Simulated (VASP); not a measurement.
KCl in VASP 6.6.1, single-point calculation

INCAR

```
LWAVE = .FALSE.
ISIF = 2
IBRION = -1
LREAL = .FALSE.
LCHARG = .FALSE.
ALGO = Normal
SIGMA = 0.01
METAGGA = RTPSS
NSW = 0
EDIFF = 1E-7
LASPH = .TRUE.
PREC = Accurate
ISMEAR = 0
NELM = 120
NBANDS = 15
ENCUT = 520
```

KPOINTS

```
KPOINTS created by Atomic Simulation Environment
0
Gamma
6 6 6
0 0 0
```

POSCAR

```
K  Cl
 1.0000000000000000
    -0.0000000000000000    3.5072828304314339    3.5072828304314339
     3.5072828304314339    0.0000000000000000    3.5072828304314339
     3.5072828304314339    3.5072828304314339    0.0000000000000000
 K   Cl
   1   1
Cartesian
 -0.0000000000000000  0.0000000000000000 -0.0000000000000000
  1.7536414152157167  1.7536414152157167  1.7536414152157167
```

The recommended PBE PAW datasets give the neutral cell 16 valence electrons.

Command

```
mpirun -np 1 vasp_std
```

OSZICAR

```
N       E                     dE             d eps       ncg     rms          rms(c)
DAV:   1     0.149838901490E+03    0.14984E+03   -0.74175E+03   712   0.143E+03
DAV:   2     0.167758360347E+02   -0.13306E+03   -0.11380E+03   818   0.389E+02
DAV:   3    -0.238861283296E+01   -0.19164E+02   -0.18865E+02   864   0.158E+02
DAV:   4    -0.365801282098E+01   -0.12694E+01   -0.12611E+01   872   0.463E+01
DAV:   5    -0.376190655438E+01   -0.10389E+00   -0.10366E+00   880   0.115E+01    0.125E+02
DAV:   6    -0.799682449944E+01   -0.42349E+01   -0.14465E+02   522   0.148E+02    0.462E+01
DAV:   7    -0.824283590683E+01   -0.24601E+00   -0.10823E+00   763   0.765E+00    0.328E+01
DAV:   8    -0.824530289681E+01   -0.24670E-02   -0.12584E-01   515   0.242E+00    0.165E+01
DAV:   9    -0.828897276866E+01   -0.43670E-01   -0.53075E-02   494   0.156E+00    0.315E+00
DAV:  10    -0.830419955928E+01   -0.15227E-01   -0.12491E-02   501   0.809E-01    0.116E+00
DAV:  11    -0.830630342338E+01   -0.21039E-02   -0.17104E-03   537   0.345E-01    0.701E-01
DAV:  12    -0.830714359647E+01   -0.84017E-03   -0.90658E-04   480   0.222E-01    0.596E-02
DAV:  13    -0.830722780011E+01   -0.84204E-04   -0.83867E-05   585   0.706E-02    0.923E-03
DAV:  14    -0.830724273751E+01   -0.14937E-04   -0.14362E-05   494   0.292E-02    0.309E-03
DAV:  15    -0.830724579696E+01   -0.30595E-05   -0.42987E-06   558   0.154E-02    0.269E-03
DAV:  16    -0.830724579295E+01    0.40145E-08   -0.14120E-07   590   0.317E-03
   1 F= -.83072458E+01 E0= -.83072458E+01  d E =-.639073E-63
```

Standard output (part)

```
POSCAR found type information on POSCAR K Cl
 POSCAR found :  2 types and       2 ions
 LDA part: xc-table for (None), standard interpolation
 POSCAR, INCAR and KPOINTS ok, starting setup
 WAVECAR not read
 entering main loop
```

From OUTCAR

```
k-points           NKPTS =     16   k-points in BZ     NKDIM =     16   number of bands    NBANDS=     15

   NELECT =      16.0000    total number of electrons

   dimension x,y,z NGX =    40 NGY =   40 NGZ =   40
   dimension x,y,z NGXF=    80 NGYF=   80 NGZF=   80

  energy-cutoff  :      520.00
  volume of cell :       86.29
      direct lattice vectors                 reciprocal lattice vectors
     0.000000000  3.507282830  3.507282830    -0.142560502  0.142560502  0.142560502
     3.507282830  0.000000000  3.507282830     0.142560502 -0.142560502  0.142560502
     3.507282830  3.507282830  0.000000000     0.142560502  0.142560502 -0.142560502

 k-points in reciprocal lattice and weights: KPOINTS created by Atomic Simulation Env
   0.00000000  0.00000000  0.00000000       0.005
   0.16666667  0.00000000  0.00000000       0.037
   0.33333333  0.00000000  0.00000000       0.037
   0.50000000  0.00000000  0.00000000       0.019
   0.16666667  0.16666667  0.00000000       0.028
   0.33333333  0.16666667  0.00000000       0.111
   0.50000000  0.16666667  0.00000000       0.111
  -0.33333333  0.16666667  0.00000000       0.111
   ...

 E-fermi :  -3.1763

 k-point     1 :       0.0000    0.0000    0.0000
  band No.  band energies     occupation
      1     -31.1166      2.00000
      2     -15.3906      2.00000
      3     -14.1151      2.00000
      4     -14.1151      2.00000
      5     -14.1151      2.00000
      6      -3.3348      2.00000
      7      -3.3348      2.00000
      8      -3.3348      2.00000
      9       2.0133      0.00000
     10       6.5124      0.00000
     11       6.5124      0.00000
     12       7.5537      0.00000
     13       7.5537      0.00000
     14       7.5537      0.00000
     15       8.6514      0.00000

 k-point     2 :       0.1667    0.0000    0.0000
  band No.  band energies     occupation
      1     -31.1159      2.00000
      2     -15.4340      2.00000
      3     -14.1178      2.00000
      4     -14.1178      2.00000
      5     -14.0667      2.00000
      6      -3.4202      2.00000
      7      -3.3271      2.00000
      8      -3.3271      2.00000
      9       2.4371      0.00000
     10       6.2530      0.00000
     11       6.2530      0.00000
     12       7.2354      0.00000
     13       7.8060      0.00000
     14       7.9631      0.00000
     15       7.9631      0.00000

 k-point     3 :       0.3333    0.0000    0.0000
  band No.  band energies     occupation
      1     -31.1145      2.00000
      2     -15.5119      2.00000
      3     -14.1230      2.00000
      4     -14.1230      2.00000
      5     -13.9793      2.00000
      6      -3.5580      2.00000
      7      -3.3122      2.00000
      8      -3.3122      2.00000
      9       3.4255      0.00000
     10       5.8915      0.00000
     11       6.1001      0.00000
     12       6.1001      0.00000
     13       7.7045      0.00000
     14       7.8147      0.00000
     15       7.8147      0.00000

 ...

  Total        0.2068515      0.2068515      0.2068515     -0.0000000     -0.0000000      0.0000000
  in kB        3.8408464      3.8408464      3.8408464     -0.0000000     -0.0000000      0.0000000
  external PRESSURE =       3.8408464 kB  Pullay stress =       0.0000000 kB

 POSITION                                       TOTAL-FORCE (eV/Angst)
 -----------------------------------------------------------------------------------
      0.00000      0.00000      0.00000         0.000000      0.000000      0.000000
      1.75364      1.75364      1.75364        -0.000000     -0.000000     -0.000000
 -----------------------------------------------------------------------------------
    total drift:                               -0.000000     -0.000000     -0.000000

  FREE ENERGIE OF THE ION-ELECTRON SYSTEM (eV)
  ---------------------------------------------------
  free  energy   TOTEN  =        -8.3072457929 eV

  energy  without entropy=       -8.3072457929  energy(sigma->0) =       -8.30724579
```

It converged. Results: gap between bands v and c on the k mesh 5.31 eV; least direct gap on the k mesh 5.35 eV; pressure 0.4 GPa. Band v is the last that the valence electrons fill when counted band by band, and c is the next.

For comparison, a separate r²SCAN run of the intended cell, on usual settings and not on those above, gives a gap of 5.35 eV on its mesh and a pressure of 0.0 GPa.

The run above took about 78 s on one core of a shared host (Intel Xeon Platinum 8488C) and held 0.26 GiB at most.
